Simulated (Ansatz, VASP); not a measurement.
One calculation of V, two programs

```
CELL_PARAMETERS angstrom
1.98637 0.00000 0.00000
-0.99319 1.72025 0.00000
0.00000 0.00000 1.86997
ATOMIC_POSITIONS crystal
V 0.00000 0.00000 0.00000
```

Change from the starting cell: volume scaled by 0.45, LAPW.

Alike in both runs: task single point; functional PBE; k mesh 17 × 17 × 15; occupations fermi-dirac, width 0.05 eV; no spin polarisation.

|  | VASP | Ansatz |
| --- | --- | --- |
| version | VASP 6.6.1 | Ansatz 0.2.0 |
| potentials or method | VASP PAW PBE potentials, release 64 (V_sv), cutoff 520 eV | all-electron LAPW, scalar-relativistic |

Ansatz gave:

```
pressure (GPa)                                  : 544.1
largest component of the traceless stress (GPa) : 1.49
```

Question: What did VASP give for the same quantities?

Answer: Pressure (GPa): 585.1; largest component of the traceless stress (GPa): 17.15.

Ansatz ran all-electron here, so the differences hold the error of VASP's frozen core and of both bases.

Caveats: the cell as given lies far from equilibrium; so large a pressure means that the cell lies far from this level's equilibrium, or that cutoff or potentials fall short (VASP).
